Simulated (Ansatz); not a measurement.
Calculated field gradients at the nuclei for Ge3N4 at a changed volume

The cell is an entry of the Crystallography Open Database (COD), relaxed with PBE at fixed cell and then changed (volume scaled by 1.02, ions relaxed).

Space group Fd-3m:1 (No. 227); a = 8.3641 Å.

```
site  Wyckoff  site symmetry       x       y       z
 Ge1      16d           .-3m  0.1250  0.1250  0.6250
 Ge5       8a           -43m  0.5000  0.5000  0.0000
   N      32e            .3m  0.8833  0.8833  0.3833
```

One atom of each set is listed; the run and its k-mesh use a cell of 14 atoms with edges of 5.91, 5.91, 5.91 Å.

All values are calculated (Ansatz; DFT, PBE, plane waves and PAW, scalar-relativistic, 420 eV cutoff, Γ-centred 6×6×6 k-points, Fermi–Dirac smearing 0.02 eV), not measured.

V_zz is the principal component of the electric field gradient with the largest magnitude, η = (V_xx − V_yy)/V_zz and C_Q = eQV_zz/h.

⁷³Ge: I = 9/2, Q = -196.0 mb; ¹⁴N: I = 1, Q = 20.44 mb. Quadrupole moments are those of Pyykkö's year-2017 table.

| site | atoms | first shell | V_xx, V_yy, V_zz (10²¹ V/m²) | η | C_Q (MHz) |
| --- | --- | --- | --- | --- | --- |
| Ge1 | 4 | 6 N at 2.02 Å | 0.13, 0.13, -0.27 | 0.00 | 1.27 |
| Ge5 | 2 | 4 N at 1.93 Å | 0.00, 0.00, 0.00 | – | 0 |
| N | 8 | 4 Ge at 1.93–2.02 Å | -2.15, -2.15, 4.31 | 0.00 | 2.13 |

An axis of threefold or higher order runs through Ge1 and N, so V_zz lies along it and η is zero. Ge5 sits on a cubic site, where every gradient vanishes.
